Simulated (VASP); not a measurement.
WS2, 3 atoms in the cell. Symmetry: Fm-3m, No. 225, cubic system. Conventional cell: a = 6.016 Å, b = 6.016 Å, c = 6.016 Å, α = 90.00°, β = 90.00°, γ = 90.00°. Around W (site symmetry m-3m) lie 8 S at 2.60 Å. S (site symmetry -43m) has 4 W at 2.60 Å as nearest neighbours. Measurements of this composition are mostly on another form, of space group No. 194.

- Program: VASP 6.6.1
- Task: single point
- Functional: PBEsol
- Potentials or basis: VASP PAW PBE potentials, release 64 (W_sv, S)
- Cutoff: 520 eV
- k mesh: 6 × 6 × 6
- Occupations: gaussian, width 0.05 eV
- Spin: collinear spin, ferromagnetic start
- Starting moments: [0.5, 0.0, 0.0] μB
- Hubbard terms: W d U = 5 eV
- Further INCAR settings: ALGO = Normal; EDIFF = 1e-07

Potentials or basis: VASP PAW PBE potentials, release 64 (W_sv, S).

Run with:

```bash
$ cat potpaw_PBE.64/W_sv/POTCAR potpaw_PBE.64/S/POTCAR > POTCAR
$ mpirun -np 1 vasp_std > vasp.out
```

Hardware: 1 thread of Intel(R) Xeon(R) Platinum 8488C (Sapphire Rapids), with other jobs on the host.

Task: How long does it take, and how much memory?

Result: Wall time 32 s on 1 thread of Intel(R) Xeon(R) Platinum 8488C (Sapphire Rapids), with other jobs on the host, peak memory 0.2 GiB. Counts: scf iterations 18, k points 16.
